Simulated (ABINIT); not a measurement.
# Si2Mo (I4/mmm) in ABINIT: notebook

Aim: see how the results for Si2Mo move with the level of theory and the settings. Levels: LDA-PZ, AM05, SOGGA, BP86. Tasks: band structure.

Program: ABINIT 10.8.3 (patched build). These are calculated values, not measurements. Logs are shortened: lines on timing, memory, paths and dates and some standing lists are left out, and cuts for length are marked. The log counts tension as positive stress, the text compression.

### Step 1. Starting point

It takes space group I4/mmm (No. 139, tetragonal). The conventional cell has a = 3.200 Å, b = 3.200 Å, c = 7.861 Å, α = 90.00°, β = 90.00°, γ = 90.00°. Mo (site symmetry 4/mmm) is surrounded by 10 Si at 2.62 Å. Si (site symmetry 4mm) has 5 Si at 2.61 to 2.63 Å and 5 Mo at 2.62 Å as nearest neighbours.

### Step 2. Band structure, LDA-PZ

Contents of run.abi:

```
# Datasets: ground state, then fixed potential
ndtset 2

# Pseudopotentials
pp_dirpath "./"
pseudos "Mo.LDA_PW-JTH.xml, Si.LDA_PW-JTH.xml"

# Structure
acell 3*1.0
rprim
    -3.0235617994     3.0235617994     7.4275685328
     3.0235617994    -3.0235617994     7.4275685328
     3.0235617994     3.0235617994    -7.4275685328
ntypat 2
znucl 42 14
natom 3
typat 1 2 2
xred
     0.0000000000     0.0000000000     0.0000000000
     0.6670000000     0.6670000000     0.0000000000
     0.3330000000     0.3330000000     0.0000000000

# Plane-wave basis
ecut 15.0
pawecutdg 30.0

# Exchange and correlation
ixc 2

# Bands and occupations
occopt 3
tsmear 0.05 eV

# SCF cycle
nstep 100

# Output
iomode 3
prtwf 0
prteig 0
prtebands 0
enunit 1
prtden1 1

# Dataset 1
kptopt1 1
ngkpt1 12 12 12
nshiftk1 1
shiftk1 0.0 0.0 0.0
nband1 15
tolvrs1 1.0e-9

# Dataset 2: bands along G-X-Y-S-G-Z-S1-N-P-Y1-Z
iscf2 -2
getden2 1
nband2 19
nbdbuf2 2
tolwfr2 1.0e-12
kptopt2 -10
ndivsm2 6
prteig2 1
prtvol2 -3
kptbounds2
     0.0000000000     0.0000000000     0.0000000000
    -0.5000000000     0.5000000000     0.0000000000
    -0.5000000000     0.5000000000    -0.0828541695
    -0.2914270847     0.2914270847    -0.2914270847
     0.0000000000     0.0000000000     0.0000000000
     0.5000000000     0.5000000000    -0.5000000000
     0.2914270847     0.7085729153    -0.7085729153
     0.0000000000     0.5000000000    -0.5000000000
    -0.2500000000     0.7500000000    -0.2500000000
     0.0828541695     0.9171458305    -0.5000000000
     0.5000000000     0.5000000000    -0.5000000000
```

Potentials or basis: JTH PAW LDA v2.0.

Command:

```
$ abinit run.abi > log 2>&1
```

run.abo:

```text
.Version 10.8.3 of ABINIT
 DATASET    1 : space group I4/m m m (#139); Bravais tI (body-center tetrag.)
================================================================================
 Values of the parameters that define the memory need for DATASET  1.
     intxc =       0    ionmov =       0      iscf =      17    lmnmax =      18
     lnmax =       6     mgfft =      30  mpssoang =       3    mqgrid =    3001
     natom =       3  nloc_mem =       2    nspden =       1   nspinor =       1
    nsppol =       1      nsym =      16    n1xccc =       1    ntypat =       2
    occopt =       3   xclevel =       1
       mpw =         773          nfft =       27000          nkpt =         163
 PAW method is used; the additional fine FFT grid is defined by:
   mgfftf=        45    nfftf =     91125
================================================================================
================================================================================

 DATASET    2 : space group I4/m m m (#139); Bravais tI (body-center tetrag.)
================================================================================
 Values of the parameters that define the memory need for DATASET  2.
     intxc =       0    ionmov =       0      iscf =      -2    lmnmax =      18
     lnmax =       6     mgfft =      30  mpssoang =       3    mqgrid =    3001
     natom =       3  nloc_mem =       2    nspden =       1   nspinor =       1
    nsppol =       1      nsym =      16    n1xccc =       1    ntypat =       2
    occopt =       3   xclevel =       1
       mpw =         775          nfft =       27000          nkpt =         215
 PAW method is used; the additional fine FFT grid is defined by:
   mgfftf=        45    nfftf =     91125
================================================================================
================================================================================

--------------------------------------------------------------------------------
------------- Echo of variables that govern the present computation ------------
--------------------------------------------------------------------------------
 -outvars: echo values of preprocessed input variables --------
            acell      1.0000000000E+00  1.0000000000E+00  1.0000000000E+00 Bohr
              amu      9.59400000E+01  2.80855000E+01
             ecut      1.50000000E+01 Hartree
           enunit           1
           getden1          0
           getden2          1
             iscf1         17
             iscf2         -2
              ixc           2
           jdtset        1    2
           kptopt1          1
           kptopt2        -10
         kptrlatt       12    0    0      0   12    0      0    0   12
          kptrlen1     7.25654832E+01
          kptrlen2     3.00000000E+01
            natom           3
            nband1         15
            nband2         19
           nbdbuf1          0
           nbdbuf2          2
           ndtset           2
           ndivsm1          0
           ndivsm2          6
            ngfft          30      30      30
          ngfftdg          45      45      45
             nkpt1        163
             nkpt2        215
            nstep         100
             nsym          16
           ntypat           2
           occopt           3
        pawecutdg      3.00000000E+01 Hartree
        prtebands           0
           prteig1          0
           prteig2          1
           prtvol1          0
           prtvol2         -3
            prtwf           0
            rprim     -3.0235617994E+00  3.0235617994E+00  7.4275685328E+00
                       3.0235617994E+00 -3.0235617994E+00  7.4275685328E+00
                       3.0235617994E+00  3.0235617994E+00 -7.4275685328E+00
           shiftk1     0.00000000E+00  0.00000000E+00  0.00000000E+00
           shiftk2     5.00000000E-01  5.00000000E-01  5.00000000E-01
          spgroup         139
           tolvrs1     1.00000000E-09
           tolvrs2     0.00000000E+00
[... 42 lines left out ...]
cartesian_forces: null
force_length_stats: {min: null, max: null, mean: null, }
...

 Integrated electronic density in atomic spheres:
 ------------------------------------------------
 Atom  Sphere_radius  Integrated_density
    1        2.20740         11.41912923
    2        1.90945          1.56649592
    3        1.90945          1.56649592

================================================================================

 ----iterations are completed or convergence reached----

 Mean square residual over all n,k,spin=   70.127E-14; max=  99.999E-14
 reduced coordinates (array xred) for    3 atoms
       0.000000000000      0.000000000000      0.000000000000
       0.667000000000      0.667000000000      0.000000000000
       0.333000000000      0.333000000000      0.000000000000

 cartesian coordinates (angstrom) at end:
    1      0.00000000000000     0.00000000000000     0.00000000000000
    2      0.00000000000000    -0.00000000000000     5.24328699641353
    3      0.00000000000000    -0.00000000000000     2.61771299820946
 length scales=  1.000000000000  1.000000000000  1.000000000000 bohr
              =  0.529177210544  0.529177210544  0.529177210544 angstroms
 Eigenvalues (   eV  ) for nkpt= 215  k points:
 kpt#   1, nband= 19, wtk=  1.00000, kpt=  0.0000  0.0000  0.0000 (reduced coord)
 -48.44423  -22.65823  -22.55633  -22.55633   -1.27436    5.83506    8.66728    9.11409
   9.49978    9.49978   12.58179   15.18570   15.40833   15.79755   15.79755   16.21682
  17.18812   17.18812   22.50193
 kpt#   2, nband= 19, wtk=  1.00000, kpt= -0.0139  0.0139  0.0000 (reduced coord)
 -48.44416  -22.65813  -22.55682  -22.55674   -1.26837    5.84055    8.63306    9.11588
   9.48342    9.53632   12.55790   15.16099   15.42131   15.77615   15.80030   16.24347
  17.20051   17.22166   22.52839
 kpt#   3, nband= 19, wtk=  1.00000, kpt= -0.0278  0.0278  0.0000 (reduced coord)
 -48.44395  -22.65784  -22.55828  -22.55799   -1.25040    5.85693    8.54474    9.12124
   9.43515    9.63136   12.48730   15.09217   15.45844   15.72653   15.80842   16.30839
  17.23864   17.31702   22.60689
 kpt#   4, nband= 19, wtk=  1.00000, kpt= -0.0417  0.0417  0.0000 (reduced coord)
 -48.44361  -22.65736  -22.56071  -22.56006   -1.22050    5.88403    8.42680    9.13023
   9.35728    9.75967   12.37310   14.99186   15.51468   15.67037   15.82159   16.38864
  17.30529   17.46179   22.73486
 kpt#   5, nband= 19, wtk=  1.00000, kpt= -0.0556  0.0556  0.0000 (reduced coord)
[... 829 lines left out ...]
  11.49080   11.51149   11.55506   11.64733   12.84716   16.82043   17.33529   18.26653
  19.94613   21.10795   21.40002
 kpt# 213, nband= 19, wtk=  1.00000, kpt=  0.4722  0.5278 -0.5000 (reduced coord)
 -48.44338  -22.68189  -22.55989  -22.55966    0.57013    2.19497    8.62597    9.80365
  11.54360   11.55903   11.56300   11.63495   12.77882   16.76244   17.23760   18.21935
  20.23500   21.43344   21.49482
 kpt# 214, nband= 19, wtk=  1.00000, kpt=  0.4861  0.5139 -0.5000 (reduced coord)
 -48.44359  -22.68232  -22.55846  -22.55840    0.55783    2.17572    8.64357    9.85311
  11.56311   11.56796   11.60726   11.62745   12.73033   16.72731   17.17813   18.19086
  20.50685   21.46275   21.62487
 kpt# 215, nband= 19, wtk=  1.00000, kpt=  0.5000  0.5000 -0.5000 (reduced coord)
 -48.44366  -22.68247  -22.55798  -22.55798    0.55372    2.16928    8.64947    9.86971
  11.56965   11.56965   11.62493   11.62493   12.71255   16.71554   17.15817   18.18140
  20.64647   21.45370   21.45410

== END DATASET(S) ==============================================================
================================================================================

 -outvars: echo values of variables after computation  --------
            acell      1.0000000000E+00  1.0000000000E+00  1.0000000000E+00 Bohr
           etotal1    -7.7159141539E+01
            fcart1    -0.0000000000E+00 -5.7824115866E-19 -0.0000000000E+00
                      -2.9012623242E-19  8.6635608490E-19 -7.1711239048E-03
                       2.9012623242E-19 -2.8811492624E-19  7.1711239048E-03
            rprim     -3.0235617994E+00  3.0235617994E+00  7.4275685328E+00
                       3.0235617994E+00 -3.0235617994E+00  7.4275685328E+00
                       3.0235617994E+00  3.0235617994E+00 -7.4275685328E+00
           strten1     1.7468103132E-04  1.7468103132E-04  2.3679939390E-04
                       0.0000000000E+00  0.0000000000E+00  0.0000000000E+00
           xangst      0.0000000000E+00  0.0000000000E+00  0.0000000000E+00
                       1.3376319501E-16 -9.8898455640E-17  5.2432869964E+00
                       3.8556339167E-17 -2.1150104970E-17  2.6177129982E+00
             xred      0.0000000000E+00  0.0000000000E+00  0.0000000000E+00
                       6.6700000000E-01  6.6700000000E-01  1.0895231060E-17
                       3.3300000000E-01  3.3300000000E-01  5.4394481902E-18
 Calculation completed.
```

Wall time 5.9 min (1 thread of Arm Neoverse V1, shared host); peak memory 0.14 GiB.

What came out:

| Quantity | Value |
| --- | --- |
| Free energy | -2099.6072 eV |
| Pressure | -5.7 GPa |
| Largest force | 0.369 eV/Å |
| Band gap on the k mesh | none (metal or under the smearing width) |
| Valence electrons inside the program's atomic spheres | Mo 11.42; Si 1.57 |

Forces in eV/Å, atoms in the order of the input:
```
Mo   0.000  0.000  0.000
Si   0.000  0.000 -0.369
Si   0.000  0.000  0.369
```

Stress tensor (GPa, compression positive):
```
-5.14  0.00  0.00
 0.00 -5.14  0.00
 0.00  0.00 -6.97
```

Levels at the corners of the path, in eV from the Fermi level:
| point | band 8 | band 9 | band 10 | band 11 | band 12 | band 13 | band 14 | band 15 |
| --- | --- | --- | --- | --- | --- | --- | --- | --- |
| Γ | -3.05 | -2.66 | -2.66 | 0.42 | 3.02 | 3.25 | 3.63 | 3.63 |
| X | -5.31 | -4.49 | -3.06 | -1.11 | 2.28 | 2.68 | 2.98 | 3.27 |
| Y | -4.50 | -3.91 | -2.93 | -1.70 | 1.75 | 1.92 | 2.55 | 4.71 |
| S | -2.80 | -2.42 | -2.32 | -0.42 | 1.49 | 3.12 | 3.58 | 4.45 |
| Γ | -3.05 | -2.66 | -2.66 | 0.42 | 3.02 | 3.25 | 3.63 | 3.63 |
| Z | -2.29 | -0.59 | -0.59 | -0.54 | -0.54 | 0.55 | 4.55 | 5.00 |
| S1 | -2.80 | -2.42 | -2.32 | -0.42 | 1.49 | 3.12 | 3.58 | 4.45 |
| N | -4.45 | -2.63 | -2.51 | -0.51 | 2.22 | 3.01 | 3.98 | 4.25 |
| P | -6.28 | -2.79 | -2.04 | -2.04 | 0.17 | 2.28 | 4.05 | 4.05 |
| Y1 | -4.50 | -3.91 | -2.93 | -1.70 | 1.75 | 1.92 | 2.55 | 4.71 |
| Z | -2.29 | -0.59 | -0.59 | -0.54 | -0.54 | 0.55 | 4.55 | 5.00 |

### Step 3. Band structure, AM05

run.abi, as its differences from that of step 2:

```diff
@@ -5,3 +5,3 @@
 pp_dirpath "./"
-pseudos "Mo.LDA_PW-JTH.xml, Si.LDA_PW-JTH.xml"
+pseudos "Mo.GGA_PBE-JTH.xml, Si.GGA_PBE-JTH.xml"
 
@@ -17,6 +17,6 @@
 typat 1 2 2
-xred
+xcart
      0.0000000000     0.0000000000     0.0000000000
-     0.6670000000     0.6670000000     0.0000000000
-     0.3330000000     0.3330000000     0.0000000000
+     0.0000000000     0.0000000000     9.9083764228
+     0.0000000000     0.0000000000     4.9467606429
 
@@ -27,3 +27,3 @@
 # Exchange and correlation
-ixc 2
+ixc -120135
 
@@ -41,3 +41,2 @@
 prtebands 0
-enunit 1
 prtden1 1
@@ -59,3 +58,3 @@
 kptopt2 -10
-ndivsm2 6
+ndivsm2 8
 prteig2 1
```

Potentials or basis: JTH PAW PBE v2.0.

Command:

```
$ abinit run.abi > log 2>&1
```

Wall time 7.9 min (1 thread of Arm Neoverse V1, shared host); peak memory 0.17 GiB.

It converged, with:

```yaml
Free_energy: -2090.3514 eV
Pressure: -4.1 GPa
Largest_force: 0.297 eV/Å
Band_gap_on_the_k_mesh: none (metal or under the smearing width)
Valence_electrons_inside_the_program's_atomic_spheres: Mo 11.41; Si 1.54
```

Forces on the atoms (eV/Å):
```
Mo   0.000  0.000  0.000
Si   0.000  0.000 -0.297
Si   0.000  0.000  0.297
```

Stress tensor (GPa, compression positive):
```
-3.84  0.00  0.00
 0.00 -3.84  0.00
 0.00  0.00 -4.60
```

Levels at the corners of the path, in eV from the Fermi level:
| point | band 7 | band 8 | band 9 | band 10 | band 11 | band 12 | band 13 | band 14 | band 15 | band 16 |
| --- | --- | --- | --- | --- | --- | --- | --- | --- | --- | --- |
| Γ | -3.46 | -3.08 | -2.67 | -2.67 | 0.42 | 3.05 | 3.11 | 3.65 | 3.65 | 4.05 |
| X | -5.78 | -5.25 | -4.52 | -3.09 | -1.19 | 2.30 | 2.71 | 3.03 | 3.25 | 4.80 |
| Y | -5.66 | -4.53 | -3.88 | -2.96 | -1.76 | 1.76 | 1.95 | 2.58 | 4.72 | 5.54 |
| S | -6.82 | -2.83 | -2.42 | -2.35 | -0.43 | 1.48 | 3.06 | 3.58 | 4.53 | 4.57 |
| Γ | -3.46 | -3.08 | -2.67 | -2.67 | 0.42 | 3.05 | 3.11 | 3.65 | 3.65 | 4.05 |
| Z | -3.57 | -2.31 | -0.59 | -0.59 | -0.54 | -0.54 | 0.55 | 4.63 | 5.19 | 5.85 |
| S1 | -6.82 | -2.83 | -2.42 | -2.35 | -0.43 | 1.48 | 3.06 | 3.58 | 4.53 | 4.57 |
| N | -4.95 | -4.52 | -2.64 | -2.52 | -0.52 | 2.24 | 3.04 | 4.05 | 4.26 | 5.47 |
| P | -6.38 | -6.24 | -2.80 | -2.10 | -2.10 | 0.23 | 2.30 | 3.99 | 3.99 | 4.23 |
| Y1 | -5.66 | -4.53 | -3.88 | -2.96 | -1.76 | 1.76 | 1.95 | 2.58 | 4.72 | 5.54 |
| Z | -3.57 | -2.31 | -0.59 | -0.59 | -0.54 | -0.54 | 0.55 | 4.63 | 5.19 | 5.85 |

Caveat: the PAW data sets were made with another functional, which shifts forces and pressure a little.

### Step 4. Band structure, SOGGA

run.abi, as its differences from that of step 3:

```diff
@@ -27,3 +27,3 @@
 # Exchange and correlation
-ixc -120135
+ixc -150130
 
@@ -31,3 +31,3 @@
 occopt 3
-tsmear 0.05 eV
+tsmear 0.00183747
 
@@ -41,3 +41,7 @@
 prtebands 0
+enunit 1
 prtden1 1
+prtvha1 1
+prtvclmb1 1
+prtpot1 1
 
@@ -58,5 +62,4 @@
 kptopt2 -10
-ndivsm2 8
+ndivsm2 6
 prteig2 1
-prtvol2 -3
 kptbounds2
```

Command:

```
$ abinit run.abi > log 2>&1
```

Run time: 6.8 min. Hardware: 1 thread of Arm Neoverse V1, shared host; peak memory 0.17 GiB.

It converged, with:

```
Free energy                                           : -2090.0992 eV
Pressure                                              : -4.4 GPa
Largest force                                         : 0.300 eV/Å
Band gap on the k mesh                                : none (metal or under the smearing width)
Valence electrons inside the program's atomic spheres : Mo 11.40; Si 1.54
```

Forces on the atoms (eV/Å):
```
Mo   0.000  0.000  0.000
Si   0.000  0.000 -0.300
Si   0.000  0.000  0.300
```

Stress tensor (GPa, compression positive):
```
-4.22  0.00  0.00
 0.00 -4.22  0.00
 0.00  0.00 -4.88
```

Levels at the corners of the path, in eV from the Fermi level:
| point | band 8 | band 9 | band 10 | band 11 | band 12 | band 13 | band 14 | band 15 |
| --- | --- | --- | --- | --- | --- | --- | --- | --- |
| Γ | -3.10 | -2.68 | -2.68 | 0.43 | 3.02 | 3.10 | 3.64 | 3.64 |
| X | -5.26 | -4.53 | -3.10 | -1.21 | 2.31 | 2.72 | 3.02 | 3.25 |
| Y | -4.54 | -3.90 | -2.97 | -1.78 | 1.76 | 1.94 | 2.59 | 4.72 |
| S | -2.84 | -2.43 | -2.36 | -0.43 | 1.48 | 3.04 | 3.58 | 4.52 |
| Γ | -3.10 | -2.68 | -2.68 | 0.43 | 3.02 | 3.10 | 3.64 | 3.64 |
| Z | -2.32 | -0.59 | -0.59 | -0.55 | -0.55 | 0.56 | 4.62 | 5.19 |
| S1 | -2.84 | -2.43 | -2.36 | -0.43 | 1.48 | 3.04 | 3.58 | 4.52 |
| N | -4.54 | -2.65 | -2.52 | -0.52 | 2.25 | 3.03 | 4.06 | 4.25 |
| P | -6.26 | -2.81 | -2.11 | -2.11 | 0.23 | 2.31 | 3.98 | 3.98 |
| Y1 | -4.54 | -3.90 | -2.97 | -1.78 | 1.76 | 1.94 | 2.59 | 4.72 |
| Z | -2.32 | -0.59 | -0.59 | -0.55 | -0.55 | 0.56 | 4.62 | 5.19 |

Caveat: the PAW data sets were made with another functional, which shifts forces and pressure a little.

### Step 5. Band structure, BP86

run.abi, as its differences from that of step 4:

```diff
@@ -8,7 +8,7 @@
 # Structure
-acell 3*1.0
+acell 8.5704507594 8.5704507594 8.5704507594
 rprim
-    -3.0235617994     3.0235617994     7.4275685328
-     3.0235617994    -3.0235617994     7.4275685328
-     3.0235617994     3.0235617994    -7.4275685328
+    -0.3527891221     0.3527891221     0.8666485278
+     0.3527891221    -0.3527891221     0.8666485278
+     0.3527891221     0.3527891221    -0.8666485278
 ntypat 2
@@ -17,6 +17,6 @@
 typat 1 2 2
-xcart
+xred
      0.0000000000     0.0000000000     0.0000000000
-     0.0000000000     0.0000000000     9.9083764228
-     0.0000000000     0.0000000000     4.9467606429
+     0.6670000000     0.6670000000     0.0000000000
+     0.3330000000     0.3330000000     0.0000000000
 
@@ -27,3 +27,3 @@
 # Exchange and correlation
-ixc -150130
+ixc -106132
 
@@ -41,3 +41,2 @@
 prtebands 0
-enunit 1
 prtden1 1
@@ -62,3 +61,3 @@
 kptopt2 -10
-ndivsm2 6
+ndivsm2 8
 prteig2 1
```

Command:

```
$ abinit run.abi > log 2>&1
```

Wall time 10 min (1 thread of Arm Neoverse V1, shared host); peak memory 0.17 GiB.

The run converged. Its results:

| Quantity | Value |
| --- | --- |
| Free energy | -2091.9407 eV |
| Pressure | 4.2 GPa |
| Largest force | 0.310 eV/Å |
| Band gap on the k mesh | none (metal or under the smearing width) |
| Valence electrons inside the program's atomic spheres | Mo 11.43; Si 1.56 |

Forces on the atoms (eV/Å):
```
Mo   0.000  0.000  0.000
Si   0.000  0.000 -0.310
Si   0.000  0.000  0.310
```

Stress tensor (GPa, compression positive):
```
4.81 0.00 0.00
0.00 4.81 0.00
0.00 0.00 3.00
```

Levels at the corners of the path, in eV from the Fermi level:
```tsv
point	band 9	band 10	band 11	band 12	band 13	band 14
Γ	-2.67	-2.67	0.40	3.05	3.32	3.66
X	-4.49	-3.05	-1.08	2.30	2.69	3.00
Y	-3.91	-2.92	-1.67	1.79	1.94	2.56
S	-2.42	-2.32	-0.42	1.52	3.17	3.58
Γ	-2.67	-2.67	0.40	3.05	3.32	3.66
Z	-0.60	-0.60	-0.54	-0.54	0.53	4.59
S1	-2.42	-2.32	-0.42	1.52	3.17	3.58
N	-2.60	-2.51	-0.51	2.25	3.02	3.99
P	-2.79	-2.02	-2.02	0.19	2.30	4.07
Y1	-3.91	-2.92	-1.67	1.79	1.94	2.56
Z	-0.60	-0.60	-0.54	-0.54	0.53	4.59
```

Caveat: the PAW data sets were made with another functional, which shifts forces and pressure a little.

### Step 6. The runs side by side

```tsv
level	potentials or basis	gap on the mesh (eV)	pressure (GPa)	largest force (eV/Å)
LDA-PZ	JTH PAW LDA v2.0	none	-5.7	0.37
AM05	JTH PAW PBE v2.0	none	-4.1	0.30
SOGGA	JTH PAW PBE v2.0	none	-4.4	0.30
BP86	JTH PAW PBE v2.0	none	4.2	0.31
```

Alike in all rows: task band structure; no spin polarisation; cell as given; k mesh 12 × 12 × 12; cutoff (eV) 408; smearing fermi-dirac 0.05 eV.

Caveats: the PAW data sets were made with another functional, which shifts forces and pressure a little (some runs).

Absolute energies hang on the potentials; compare differences alone.
